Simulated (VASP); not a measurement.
Consider the following.

```yaml
crystal:
  lattice:
    - [0.00000, 3.06029, 3.06029]
    - [3.06029, 0.00000, 3.06029]
    - [3.06029, 3.06029, 0.00000]
  atoms:
    - { symbol: Al, position: [0.00000, 0.00000, 0.00000] }
    - { symbol: Sb, position: [0.25000, 0.25000, 0.25000] }
```

Computed with LDA (Ceperley-Alder, Perdew-Zunger), VASP's LDA PAW potentials (set 64) (plane waves; VASP). Numerical set-up: 520 eV cut-off, 8×8×8 Γ-centred mesh, tetrahedra with Blöchl corrections, potentials Al Sb.

Unless said otherwise, spin-orbit coupling is left out, though it shifts the bands of the heavy elements here.

Predict the energy per atom (σ→0), band gap (on the k-mesh) with the smallest direct gap where there is one.

```json
{
 "band gap (on the k-mesh)": "1.12 eV",
 "smallest direct gap (on the k-mesh)": "1.53 eV",
 "energy per atom (σ→0)": "-4.641 eV/atom"
}
```

Only differences to runs with the same potentials and settings are physical.

The compound is AlSb in the zinc blende structure. It was relaxed first.
